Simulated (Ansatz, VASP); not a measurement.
**One calculation of InPd, two programs**

The input INCAR:

```
ALGO = Normal
EDIFF = 1E-6
ENCUT = 520
ISIF = 2
ISMEAR = -1
LASPH = T
LCHARG = F
LMAXMIX = 4
LMIXTAU = T
LREAL = F
LWAVE = F
METAGGA = R2SCAN
NELM = 60
PREC = Accurate
SIGMA = 0.05
```

KPOINTS

```
k-points
0
Gamma
  8 8 8
```

POSCAR

```
InPd
1.0
    3.2718847800      0.0000000000      0.0000000000
    0.0000000000      3.2718847800      0.0000000000
    0.0000000000      0.0000000000      3.2718847800
In Pd
1 1
Direct
    0.0000000000      0.0000000000      0.0000000000
    0.5000000000      0.5000000000      0.5000000000
```

The input KPOINTS_OPT:

```
path GXMGRX,MR
10
line-mode
reciprocal
 0.0000000000  0.0000000000  0.0000000000  G
 0.0000000000  0.5000000000  0.0000000000  X

 0.0000000000  0.5000000000  0.0000000000  X
 0.5000000000  0.5000000000  0.0000000000  M

 0.5000000000  0.5000000000  0.0000000000  M
 0.0000000000  0.0000000000  0.0000000000  G

 0.0000000000  0.0000000000  0.0000000000  G
 0.5000000000  0.5000000000  0.5000000000  R

 0.5000000000  0.5000000000  0.5000000000  R
 0.0000000000  0.5000000000  0.0000000000  X

 0.5000000000  0.5000000000  0.0000000000  M
 0.5000000000  0.5000000000  0.5000000000  R
```

input.yaml

```yaml
crystal:
  lattice:
    - [3.27188478, 0.0, 0.0]
    - [0.0, 3.27188478, 0.0]
    - [0.0, 0.0, 3.27188478]
  atoms:
    - { symbol: In, position: [0.0, 0.0, 0.0] }
    - { symbol: Pd, position: [0.5, 0.5, 0.5] }
hamiltonian:
  xc: r2scan
  pseudopotentials: { kind: paw }
kpoints:
  mp_grid: { grid: [8, 8, 8] }
  band_path:
    path:
      - [[0.0, 0.0, 0.0], [0.0, 0.5, 0.0], [0.5, 0.5, 0.0], [0.0, 0.0, 0.0], [0.5, 0.5, 0.5], [0.0, 0.5, 0.0]]
      - [[0.5, 0.5, 0.0], [0.5, 0.5, 0.5]]
    npoints: 14
scf:
  occupations: { method: fermi_dirac, width: 0.05 }
  n_extra_bands: 6
output:
  forces: true
  stress: true
  eigenvalues: true
  fatbands: true
```

The cell comes from a database or a generator and needn't be the stable form of this composition.

Alike in both runs: task band structure; functional r2SCAN; k mesh 8 × 8 × 8; occupations fermi-dirac, width 0.05 eV; no spin polarisation.

```csv
,VASP,Ansatz
version,VASP 6.6.1,Ansatz 0.2.0
potentials or method,"VASP PAW PBE potentials, release 64 (In_d, Pd)",Ansatz PAW
plane-wave cutoff (eV),520,500
valence electrons in the cell,23,31
```

VASP gave:

| Item | Value |
| --- | --- |
| gap on the k mesh at the Fermi level (eV) | none |
| pressure (GPa) | 0.0 |

Problem. Which values does Ansatz return?

Solution. gap on the k mesh at the Fermi level (eV): none; pressure (GPa): -0.6.

A gap of «none» marks a metal or a gap that the smearing closes. The functional is the same, so the differences come from potentials, cutoffs and numerics. The two sets of potentials don't hold the same shells in valence.

Caveats: spin-orbit coupling is left out, which moves the levels of the heavy elements; the PAW data sets were made with another functional, which shifts forces and pressure a little (VASP); the PAW data sets come from PBE, with cores solved anew for the run's functional, which leaves a small shift of forces and pressure (Ansatz).
